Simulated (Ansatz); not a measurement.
NaH in the h-MgO-type structure, relaxed with r2SCAN, was run in Ansatz under altered settings. All numbers are computed, without spin polarisation but where a row says otherwise.

```
Na H
1.0
     3.95331    0.00000    0.00000
    -1.97665    3.42366    0.00000
     0.00000    0.00000    4.82832
Na H
2 2
Direct
  0.33333 0.66667 0.25000
  0.66667 0.33333 0.75000
  0.66667 0.33333 0.25000
  0.33333 0.66667 0.75000
```

The base run's other keys:
```yaml
kpoints:
  mp_grid: { grid: [6, 6, 2] }
hamiltonian:
  xc: hse06
scf:
  occupations: { method: fixed }
  n_extra_bands: 5
```

It takes 11 iterations with 1289 plane waves at 420 eV and 14 k points, and leaves a mean stress of +0.11 GPa. The gap over this mesh is 4.266 eV. It ran on 4 threads of Arm Neoverse N1, with other jobs on the host.

Outcomes, with energy and stress as changes against the base:
```tsv
setting	outcome	ΔF (meV/atom)	Δ mean stress (GPa)	gap on the mesh (eV)	iterations	wall time
PBE hybrid, exx coeff 0.05, omega 0.2078 1/Å	converged	–	+0.2	3.511	9	9.2 s
PBE hybrid, exx coeff 0.2, omega 0.5 1/Å	converged	–	+0.1	3.673	10	9.8 s
scf.occupations: fermi_dirac 0.001	converged	0.0	0.0	4.266	11	10 s
```
A dash marks a value that wasn't obtained or can't be compared. Stress is positive in compression. The base took 10 s. The base's mesh is coarse for a hybrid, so its own values aren't converged.

- PBE hybrid, exx coeff 0.05, omega 0.2078 1/Å. That is 5 % exact exchange, screened with ω = 0.2078 1/Å, against HSE06's 25 % screened at 0.208 1/Å. The mean stress moves by +0.2 GPa and the gap on the mesh by -0.755 eV (to 3.511). Totals of different functionals aren't comparable.
- PBE hybrid, exx coeff 0.2, omega 0.5 1/Å. That is 20 % exact exchange, screened with ω = 0.5 1/Å, against HSE06's 25 % screened at 0.208 1/Å. The mean stress moves by +0.1 GPa and the gap on the mesh by -0.593 eV (to 3.673). Totals of different functionals aren't comparable.

Within 1 meV an atom, 0.1 GPa and 0.005 eV of the base stay: scf.occupations: fermi_dirac 0.001.

The stress of a hybrid is loosely converged in these runs.

The meshes of the hybrids are coarse, so their gaps aren't converged to the digits shown.
